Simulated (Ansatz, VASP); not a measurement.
## HfO2 in VASP and in Ansatz

```
Hf O
1.0
     0.00000    2.55447    2.52056
     2.55447    0.00000    2.52056
     2.55447    2.55447    0.00000
Hf O
1 2
Cartesian
  0.0000 0.0000 0.0000
  1.2772 1.2772 1.2603
  3.8317 3.8317 3.7808
```

Change from the starting cell: epitaxial_xy strain +1.0%.

Alike in both runs: task single point; functional PBE; k mesh 8 × 8 × 8; occupations fermi-dirac, width 0.02 eV; no spin polarisation.

```csv
,VASP,Ansatz
version,VASP 6.6.1,Ansatz 0.2.0
potentials or method,"VASP PAW PBE potentials, release 64 (Hf_pv, O)","plane waves, PAW"
plane-wave cutoff (eV),520,420
valence electrons in the cell,22,38
```

Ansatz gave:

```
gap on the k mesh at the Fermi level (eV)       : 3.66
pressure (GPa)                                  : 1.7
largest component of the traceless stress (GPa) : 4.04
```

**Question.** Estimate VASP's values.

**Answer.** gap on the k mesh at the Fermi level (eV): 3.67; pressure (GPa): -2.0; largest component of the traceless stress (GPa): 4.11.

The two sets of potentials don't hold the same shells in valence.

Caveats: spin-orbit coupling is left out, which moves the levels of the heavy elements. A k mesh can miss the band edges.
